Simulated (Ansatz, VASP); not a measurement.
# GaAs: VASP beside Ansatz

Contents of INCAR:

```
SYSTEM = GaAs
  ALGO = Normal
  EDIFF = 1E-6
  ENCUT = 520
  GGA = PE
  ISIF = 2
  ISMEAR = 0
  LASPH = .TRUE.
  LCHARG = .FALSE.
  LREAL = .FALSE.
  LWAVE = .FALSE.
  NBANDS = 16
  NELM = 60
  PREC = Accurate
  SIGMA = 0.02
```

The input KPOINTS:

```
k-points
0
G
  12 12 12
  0 0 0
```

POSCAR

```
GaAs
1.0
    0.0000000000      2.8726923284      2.8726923284
    2.8726923284      0.0000000000      2.8726923284
    2.8726923284      2.8726923284      0.0000000000
Ga As
1 1
Direct
    0.0000000000      0.0000000000      0.0000000000
    0.2500000000      0.2500000000      0.2500000000
```

Input for Ansatz:

```yaml
crystal:
  lattice:
    - [0.0, 2.8726923284, 2.8726923284]
    - [2.8726923284, 0.0, 2.8726923284]
    - [2.8726923284, 2.8726923284, 0.0]
  atoms:
    - { symbol: Ga, position: [0.0, 0.0, 0.0] }
    - { symbol: As, position: [0.25, 0.25, 0.25] }
basis:
  ecutwfc: 420
kpoints:
  mp_grid: { grid: [12, 12, 12] }
  band_path:
    path:
      - [0.0, 0.0, 0.0]
      - [-0.5, -0.5, 0.0]
      - [-0.375, -0.375, 0.25]
      - [-0.375, 0.0, 0.375]
      - [0.0, 0.0, 0.5]
      - [-0.5, -0.25, 0.25]
    npoints: 1
hamiltonian:
  xc: pbe
scf:
  occupations: { method: gaussian, width: 0.02 }
  n_extra_bands: 4
output:
  forces: true
  stress: true
  eigenvalues: true
  write_density: true
  write_potential: true
  elf: true
  volumetric_format: npy
```

Alike in both runs: task single point; functional PBE; k mesh 12 × 12 × 12; occupations gaussian, width 0.02 eV; no spin polarisation.

|  | VASP | Ansatz |
| --- | --- | --- |
| version | VASP 6.6.1 | Ansatz 0.2.0 |
| potentials or method | VASP PAW PBE potentials, release 64 (Ga_d, As) | scalar-relativistic, plane waves, PAW |
| plane-wave cutoff (eV) | 520 | 420 |
| valence electrons in the cell | 18 | 28 |

VASP gave:

```
gap on the k mesh at the Fermi level (eV) : 0.16
least direct gap on the mesh (eV)         : 0.16
pressure (GPa)                            : 0.2
```

Q: Estimate Ansatz's values.

A: gap on the k mesh at the Fermi level (eV): 0.16; least direct gap on the mesh (eV): 0.16; pressure (GPa): 0.0.

The two sets of potentials don't hold the same shells in valence.
